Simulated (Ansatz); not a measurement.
## What a trial cell of Ta relaxes into

All numbers below come from Ansatz 0.2.0, DFT PBE, scalar-relativistic, plane waves, PAW. Cutoff 420 eV, Γ-centred k mesh, Gaussian smearing, no spin polarisation in the final step.

The start puts Ta on the alpha-boron structure type (R-3m, No. 166), at a guessed volume.

```xyz
12
Lattice="3.4191 1.9740 5.8310 -3.4191 1.9740 5.8310 0.0000 -3.9481 5.8310" Properties=species:S:1:pos:R:3 pbc="T T T"
Ta   -2.1999    1.2701    3.9300
Ta    0.0000   -2.5403    3.9300
Ta    2.1999    1.2701    3.9300
Ta    2.1999   -1.2701   13.5629
Ta   -2.1999   -1.2701   13.5629
Ta    0.0000    2.5403   13.5629
Ta   -1.3999    0.8082    6.2564
Ta    0.0000   -1.6164    6.2564
Ta    1.3999    0.8082    6.2564
Ta    1.3999   -0.8082   11.2365
Ta   -1.3999   -0.8082   11.2365
Ta    0.0000    1.6164   11.2365
```

Cell and atoms relax at zero pressure; the relaxation can't lower the symmetry of the start. After a coarse first stage the cell is made exact in the group found at 0.06 Å.

Energies count from the standard state of Ta at the same level.

(1) Which crystal results?

(2) What are its volume, energy, density and gap?

Results:

(1) It keeps R-3m (No. 166). The result has the alpha-boron structure. Conventional cell: a = 7.068 Å, c = 21.404 Å. Ta on Wyckoff site h (6 atoms of the primitive cell) has 6 Ta at 2.73–2.88 Å; around Ta on Wyckoff site h (6 atoms of the primitive cell) lie 7 Ta at 2.71–2.88 Å.

```xyz
12
Lattice="3.5342 2.0404 7.1348 -3.5342 2.0404 7.1348 0.0000 -4.0809 7.1348" Properties=species:S:1:pos:R:3 pbc="T T T"
Ta   -2.1205    1.2243    4.9359
Ta    0.0000   -2.4486    4.9359
Ta    2.1205    1.2243    4.9359
Ta    2.1205   -1.2243   16.4683
Ta   -2.1205   -1.2243   16.4683
Ta    0.0000    2.4486   16.4683
Ta   -1.3886    0.8017    7.6887
Ta    0.0000   -1.6034    7.6887
Ta    1.3886    0.8017    7.6887
Ta    1.3886   -0.8017   13.7156
Ta   -1.3886   -0.8017   13.7156
Ta    0.0000    1.6034   13.7156
```

(2) The volume per atom is 25.73 Å³ and the density is 11.68 g/cm³. The energy over the standard structure is 1.48 eV/atom and the gap on the 6×6×6 mesh is 0 eV (a metal).

The final run used a 6×6×6 mesh on its 12-atom cell and 0.10 eV smearing. For metals, differences of a few meV/atom aren't resolved. Spin–orbit coupling is left out. A structure relaxed within its symmetry needn't be a true minimum. The steps took roughly 5 core-minutes in all.